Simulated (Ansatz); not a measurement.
# A family in space group Pm-3m

Level of theory: DFT, PBEsol, all-electron LAPW, scalar-relativistic (Ansatz 0.2.0).

All cells have space group Pm-3m and are held fixed (conventional cell and sites). Prototypes and MP cells are computed structures that needn't be known or stable phases of these compounds. Gaps are the smallest over the k mesh and a high-symmetry path; Bader charges come from PAW runs of the same cells. Semilocal functionals give too small gaps and can close them; gaps under 0.4 eV may also close off the mesh.

No spin–orbit coupling, which matters for the heavy atoms here.

AgCl: a = 3.43 Å, b = 3.43 Å, c = 3.43 Å; Ag 1a (0.000 0.000 0.000), Cl 1b (0.500 0.500 0.500); 9×9×9 mesh, smearing 0.01 eV, MP-relaxed cell mp-726265
KCl: a = 3.63 Å, b = 3.63 Å, c = 3.63 Å; K 1a (0.000 0.000 0.000), Cl 1b (0.500 0.500 0.500); 7×7×7 mesh, smearing 0.01 eV, COD 1000050, reported
CsCl: a = 4.12 Å, b = 4.12 Å, c = 4.12 Å; Cs 1a (0.000 0.000 0.000), Cl 1b (0.500 0.500 0.500); 6×6×6 mesh, smearing 0.03 eV, COD 9008789, reported

| compound | P (GPa) | gap (eV) | Bader charges (e) |
| --- | --- | --- | --- |
| AgCl | -4.6 | 0.41 | Ag +0.56, Cl -0.56 |
| KCl | 2.3 | 5.37 | K +0.81, Cl -0.81 |

Problem. Predict the row of CsCl (no spin polarisation).

Solution. P (GPa): -0.7, gap (eV): 5.06, Bader charges (e): Cs +0.83, Cl -0.83.
